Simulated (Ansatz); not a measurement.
# TiO2 in Ansatz: the effect of Hubbard term

TiO2:

```
CELL_PARAMETERS angstrom
4.54535 0.00000 0.00000
0.00000 5.51962 0.00000
0.00000 0.00000 4.90920
ATOMIC_POSITIONS crystal
Ti 0.00000 0.17299 0.75000
Ti 0.50000 0.32701 0.25000
Ti 0.00000 0.82701 0.25000
Ti 0.50000 0.67299 0.75000
O 0.27145 0.38172 0.91865
O 0.77145 0.11828 0.08135
O 0.22855 0.11828 0.41865
O 0.72855 0.38172 0.58135
O 0.27145 0.61828 0.41865
O 0.77145 0.88172 0.58135
O 0.22855 0.88172 0.91865
O 0.72855 0.61828 0.08135
```

Measurements of this composition are mostly on another form, of space group No. 141.

Alike in all runs:

| Quantity | Value |
| --- | --- |
| Program | Ansatz 0.2.0 |
| Task | projected density of states |
| Functional | PBE |
| Potentials or basis | Ansatz PAW |
| Cutoff | 420 eV (not typed: the program's choice for these potentials) |
| k mesh | 6 × 5 × 6 |
| Occupations | fermi-dirac, width 0.05 eV |
| Spin | no spin polarisation |
| Hubbard projectors | ortho-atomic (the default) |
| Double counting | fll (the default) |

```tsv
Hubbard term	gap on the mesh (eV)	pressure (GPa)	largest force (eV/Å)
none	?	?	?
Ti d U = 1 eV	2.71	4.9	0.05
Ti d U = 2 eV	2.81	5.8	0.07
Ti d U = 3 eV	2.92	6.7	0.13
Ti d U = 4 eV	3.04	7.7	0.20
Ti d U = 5 eV	3.17	8.8	0.27
Ti d U = 6 eV	3.31	9.9	0.35
Ti d U = 8 eV	3.61	12.3	0.55
```

What does the run with Hubbard term none give?

gap on the mesh 2.62 eV; pressure 4.1 GPa; largest force 0.12 eV/Å.

Worked out: A parabola through the other rows of the gap on the mesh, of slope 0.0879 eV per eV there, extrapolates to 2.62 eV, against the run's 2.62. A parabola through the other rows of the pressure, of slope 0.791 GPa per eV there, extrapolates to 4.1 GPa, against the run's 4.1. A parabola through the other rows of the largest force, of slope 0.0231 eV/Å per eV there, extrapolates to 0.01 eV/Å, against the run's 0.12.

Caveats: odd divisions of the mesh miss points on the zone boundary, where band edges often lie, so the gap on the mesh can be too wide.

A k mesh can miss the band edges.
